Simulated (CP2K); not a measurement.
AlN:

```
Al N
1.0
     2.87724    0.00000    0.00000
     1.43862    2.49177    0.00000
     1.43862    0.83059    2.34926
Al N
1 1
Direct
  0.50000 0.50000 0.50000
  0.00000 0.00000 0.00000
```

Measurements of this composition are mostly on another form, of space group No. 186.

Base run:

| Property | Result |
| --- | --- |
| Program | CP2K 2026.2 |
| Functional | PBE |
| Potentials or basis | GTH_POTENTIALS Al GTH-BLYP-q3, N GTH-BLYP-q5; DZVP-MOLOPT-SR-GTH basis |
| Density cutoff | 6123 eV |
| k mesh | 11 × 11 × 11 |
| Occupations | fermi-dirac, width 0.05 eV |
| Spin | no spin polarisation |

Its results: band gap on the k mesh 4.42 eV, indirect (least direct gap 5.38 eV); pressure -1.0 GPa.

After a change of settings the same cell gave: band gap on the k mesh 4.37 eV, indirect (least direct gap 5.46 eV); pressure -10.9 GPa. Which change was it?
A. potentials or basis from GTH_POTENTIALS Al GTH-BLYP-q3, N GTH-BLYP-q5; DZVP-MOLOPT-SR-GTH basis to GTH_POTENTIALS Al GTH-PBE-q3, N GTH-PBE-q5; DZVP-MOLOPT-SR-GTH basis; potentials from Al GTH-BLYP-q3 of GTH_POTENTIALS, N GTH-BLYP-q5 of GTH_POTENTIALS to Al GTH-PBE-q3 of GTH_POTENTIALS, N GTH-PBE-q5 of GTH_POTENTIALS
B. potentials or basis from GTH_POTENTIALS Al GTH-BLYP-q3, N GTH-BLYP-q5; DZVP-MOLOPT-SR-GTH basis to POTENTIAL_UZH Al GTH-PBE0-q3, N GTH-PBE0-q5; DZVP-MOLOPT-SR-GTH basis; potentials from Al GTH-BLYP-q3 of GTH_POTENTIALS, N GTH-BLYP-q5 of GTH_POTENTIALS to Al GTH-PBE0-q3 of POTENTIAL_UZH, N GTH-PBE0-q5 of POTENTIAL_UZH
C. potentials or basis from GTH_POTENTIALS Al GTH-BLYP-q3, N GTH-BLYP-q5; DZVP-MOLOPT-SR-GTH basis to POTENTIAL_UZH Al GTH-SCAN-q3, N GTH-SCAN-q5; DZVP-MOLOPT-SR-GTH basis; potentials from Al GTH-BLYP-q3 of GTH_POTENTIALS, N GTH-BLYP-q5 of GTH_POTENTIALS to Al GTH-SCAN-q3 of POTENTIAL_UZH, N GTH-SCAN-q5 of POTENTIAL_UZH
D. potentials or basis from GTH_POTENTIALS Al GTH-BLYP-q3, N GTH-BLYP-q5; DZVP-MOLOPT-SR-GTH basis to GTH_POTENTIALS Al GTH-PADE-q3, N GTH-PADE-q5; DZVP-MOLOPT-SR-GTH basis; potentials from Al GTH-BLYP-q3 of GTH_POTENTIALS, N GTH-BLYP-q5 of GTH_POTENTIALS to Al GTH-PADE-q3 of GTH_POTENTIALS, N GTH-PADE-q5 of GTH_POTENTIALS

D.

Caveats: the potentials were made for another functional, which shifts forces and pressure; an odd mesh through Γ misses points on the zone boundary, where band edges often lie; the basis of atomic orbitals isn't converged, which shifts pressures, moduli and gaps.
